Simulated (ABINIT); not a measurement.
Here is an ABINIT 10.8.3 (patched build) calculation.

The input run.abi:

```
ndtset 2

pp_dirpath "./"
pseudos "Ni.GGA_PBE-JTH.xml, Si.GGA_PBE-JTH.xml"

acell 3*1.0
rprim
     0.0000000000     5.1079297149     5.1079297149
     5.1079297149     0.0000000000     5.1079297149
     5.1079297149     5.1079297149     0.0000000000
ntypat 2
znucl 28 14
natom 3
typat 1 2 2
xred
     0.0000000000     0.0000000000     0.0000000000
     0.7500000000     0.7500000000     0.7500000000
     0.2500000000     0.2500000000     0.2500000000

ecut 41.0
pawecutdg 63.0
pawxcdev 0

ixc -116133

occopt 3
tsmear 0.05 eV

nsppol 2
spinat
     0.0000000000     0.0000000000     1.0000000000
     0.0000000000     0.0000000000     0.0000000000
     0.0000000000     0.0000000000     0.0000000000

nstep 100

iomode 3
prtwf 0
prteig 0
prtebands 0
enunit 1
prtden1 1

kptopt1 1
ngkpt1 8 8 8
nshiftk1 1
shiftk1 0.0 0.0 0.0
nband1 18
tolvrs1 1.0e-9

iscf2 -2
getden2 1
nband2 24
nbdbuf2 4
tolwfr2 1.0e-11
kptopt2 -9
ndivsm2 5
prteig2 1
kptbounds2
     0.0000000000     0.0000000000     0.0000000000
     0.5000000000     0.0000000000     0.5000000000
     0.5000000000     0.2500000000     0.7500000000
     0.3750000000     0.3750000000     0.7500000000
     0.0000000000     0.0000000000     0.0000000000
     0.5000000000     0.5000000000     0.5000000000
     0.6250000000     0.2500000000     0.6250000000
     0.5000000000     0.2500000000     0.7500000000
     0.5000000000     0.5000000000     0.5000000000
     0.3750000000     0.3750000000     0.7500000000
```

Potentials or basis: JTH PAW PBE v2.0.

The run is started by

```bash
$ abinit run.abi > log 2>&1
```

Question: Predict the net moment.

Answer: 0.00 μB per cell.

Question: Predict the pressure.

Answer: -1.3 GPa.

Question: Predict the band gap on the k mesh.

Answer: None (metal or under the smearing width).

Levels at the corners of the path, in eV from the Fermi level:
Spin up:
```csv
point,band 11,band 12,band 13,band 14,band 15,band 16
Γ,-0.22,1.80,1.80,1.80,2.37,2.37
X,-3.55,-3.39,-3.04,-0.33,1.44,8.00
W,-3.55,-3.11,-2.36,2.31,2.31,4.72
K,-3.37,-2.85,-2.56,0.28,3.72,4.81
Γ,-0.22,1.80,1.80,1.80,2.37,2.37
L,-3.26,-1.37,-1.37,1.81,1.90,1.90
U,-3.37,-2.85,-2.56,0.28,3.72,4.81
W,-3.55,-3.11,-2.36,2.31,2.31,4.72
L,-3.26,-1.37,-1.37,1.81,1.90,1.90
K,-3.37,-2.85,-2.56,0.28,3.72,4.81
```
Spin down:
| point | band 10 | band 11 | band 12 | band 13 | band 14 | band 15 | band 16 | band 17 |
| --- | --- | --- | --- | --- | --- | --- | --- | --- |
| Γ | -3.44 | -0.22 | 1.80 | 1.80 | 1.80 | 2.37 | 2.37 | 2.37 |
| X | -3.55 | -3.55 | -3.39 | -3.04 | -0.33 | 1.44 | 8.00 | 8.37 |
| W | -3.67 | -3.55 | -3.11 | -2.36 | 2.31 | 2.31 | 4.72 | 5.34 |
| K | -3.74 | -3.37 | -2.85 | -2.56 | 0.28 | 3.72 | 4.81 | 6.43 |
| Γ | -3.44 | -0.22 | 1.80 | 1.80 | 1.80 | 2.37 | 2.37 | 2.37 |
| L | -3.26 | -3.26 | -1.37 | -1.37 | 1.81 | 1.90 | 1.90 | 2.67 |
| U | -3.74 | -3.37 | -2.85 | -2.56 | 0.28 | 3.72 | 4.81 | 6.43 |
| W | -3.67 | -3.55 | -3.11 | -2.36 | 2.31 | 2.31 | 4.72 | 5.34 |
| L | -3.26 | -3.26 | -1.37 | -1.37 | 1.81 | 1.90 | 1.90 | 2.67 |
| K | -3.74 | -3.37 | -2.85 | -2.56 | 0.28 | 3.72 | 4.81 | 6.43 |

Caveat: small starting moments can end in a higher magnetic state in this program; the PAW data sets were made with another functional, which shifts forces and pressure a little.
